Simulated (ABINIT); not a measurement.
Sb: band structure with PBE

The system is Sb.

```xyz
2
Lattice="2.1542 1.2437 3.7580 -2.1542 1.2437 3.7580 0.0000 -2.4875 3.7580" Properties=species:S:1:pos:R:3 pbc="T T T"
Sb    0.0000    0.0000    8.6416
Sb    0.0000    0.0000    2.6324
```

* Program: ABINIT 10.8.3 (patched build)
* Task: band structure
* Functional: PBE
* Potentials or basis: JTH PAW PBE v2.0 sp
* Cutoff: 544 eV
* k mesh: 8 × 8 × 8
* Occupations: fermi-dirac, width 0.05 eV
* Spin: no spin polarisation
* Fine-grid cutoff: 1088.46 eV
* Exchange and correlation inside the PAW spheres: full angular mesh (pawxcdev 0, this build's default; the released program takes 1)

| Quantity | Value |
| --- | --- |
| Pressure | 2.9 GPa |
| Largest force | 0.206 eV/Å |
| Band gap on the k mesh | none (metal or under the smearing width) |
| Valence electrons inside the program's atomic spheres | Sb 2.27 (radii [1.2207] Å) |

Forces on the atoms (eV/Å):
```
Sb   0.000  0.000 -0.206
Sb   0.000  0.000  0.206
```

Stress tensor (GPa, compression positive):
```
3.04 0.00 0.00
0.00 3.04 0.00
0.00 0.00 2.51
```

Levels at the corners of the path, in eV from the Fermi level:
```
point  band 2  band 3  band 4  band 5  band 6  band 7  band 8  band 9
    Γ   -4.94   -2.13   -1.87   -1.87    2.05    2.70    2.70    5.26
    L   -9.76   -2.07   -1.94   -0.39   -0.30    0.09    0.39    7.92
   B1   -9.19   -5.11   -4.96   -0.85    0.61    4.70    4.77    6.06
```

Run time: 37 s on 1 thread of Arm Neoverse V1, on a shared host, peak memory 0.13 GiB.

Caveat: spin-orbit coupling is left out, which moves the levels of the heavy elements; this set keeps more shells in the core, which shifts pressures and gaps.
